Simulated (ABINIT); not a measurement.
Sn:

```xyz
1
Lattice="-1.8947 1.8947 1.8947 1.8947 -1.8947 1.8947 1.8947 1.8947 -1.8947" Properties=species:S:1:pos:R:3 pbc="T T T"
Sn    0.0000    0.0000    0.0000
```

This isn't the form of Sn at room conditions, which is tetragonal (white tin).

| Item | Value |
| --- | --- |
| Program | ABINIT 10.8.3 (patched build) |
| Task | relaxation of cell and atoms |
| Functional | PBEsol |
| Potentials or basis | PseudoDojo NC SR PBEsol v0.4.1 standard |
| Cutoff | 980 eV |
| k mesh | 8 × 8 × 8 |
| Occupations | fermi-dirac, width 0.05 eV |
| Spin | no spin polarisation |

At the start: pressure -1.6 GPa; volume 27.20 Å³/atom.

Problem. How do energy, volume and symmetry change on relaxing?

Solution. Over 5 steps the energy falls by 4.8 meV/atom and the volume is 26.27 Å³/atom (-3.4 %); space group Im-3m (No. 229, to 0.05 Å).

Step by step:
| step | energy change (eV) | largest force (eV/Å) | pressure (GPa) | volume (Å³) |
| --- | --- | --- | --- | --- |
| 1 | 0.0000 | 0.0000 | -1.58 | 27.20 |
| 2 | -0.0012 | 0.0000 | -1.38 | 27.07 |
| 3 | -0.0048 | 0.0000 | 0.12 | 26.21 |
| 4 | -0.0048 | 0.0000 | -0.01 | 26.28 |
| 5 | -0.0048 | 0.0000 | 0.00 | 26.27 |

Final structure:
```xyz
1
Lattice="-1.8727 1.8727 1.8727 1.8727 -1.8727 1.8727 1.8727 1.8727 -1.8727" Properties=species:S:1:pos:R:3 pbc="T T T"
Sn    0.0000    0.0000    0.0000
```
